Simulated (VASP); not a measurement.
Input of a VASP 6.6.1 run:

File INCAR:

```
SYSTEM = BeSe
  PREC = Accurate
  ENCUT = 520
  EDIFF = 1E-7
  ISMEAR = 0
  SIGMA = 1.0
  LREAL = .False.
  LASPH = .True.
  NELM = 60
  ALGO = Normal
  ISIF = 3
  LWAVE = .False.
  LCHARG = .False.
  GGA = PE
  IBRION = 2
  NSW = 80
  EDIFFG = -0.002
```

The input KPOINTS:

```
regular mesh
0
Gamma
  10 10 10
  0 0 0
```

The input POSCAR:

```
BeSe                                    
1.0
   -0.0000000000      2.5906389316      2.5906389316
    2.5906389316     -0.0000000000      2.5906389316
    2.5906389316      2.5906389316      0.0000000000
  Be              Se            
     1     1
Direct
     0.0000000000000000    0.0000000000000000    0.0000000000000000
     0.2500000000000000    0.2500000000000000    0.2500000000000000
```

Potentials or basis: VASP PAW PBE potentials, release 64 (Be, Se).

The run is started by

```console
$ cat potpaw_PBE.64/Be/POTCAR potpaw_PBE.64/Se/POTCAR > POTCAR
$ mpirun -np 1 vasp_std > vasp.out
```

Task: Predict the band gap on the k mesh.

Result: 2.67 eV, indirect (least direct gap 4.21 eV).

Final structure:
```cif
data_structure
_symmetry_space_group_name_H-M 'P 1'
_symmetry_Int_Tables_number 1
_cell_length_a 3.6637
_cell_length_b 3.6637
_cell_length_c 3.6637
_cell_angle_alpha 60.000
_cell_angle_beta 60.000
_cell_angle_gamma 60.000
_cell_volume 34.77
loop_
_atom_site_label
_atom_site_type_symbol
_atom_site_fract_x
_atom_site_fract_y
_atom_site_fract_z
_atom_site_occupancy
Be1 Be 0.00000 0.00000 0.00000 1
Se1 Se 0.25000 0.25000 0.25000 1
```

Caveat: the relaxation stopped at its first step, so nothing moved. As with any semilocal functional, this PBE gap is likely too small.
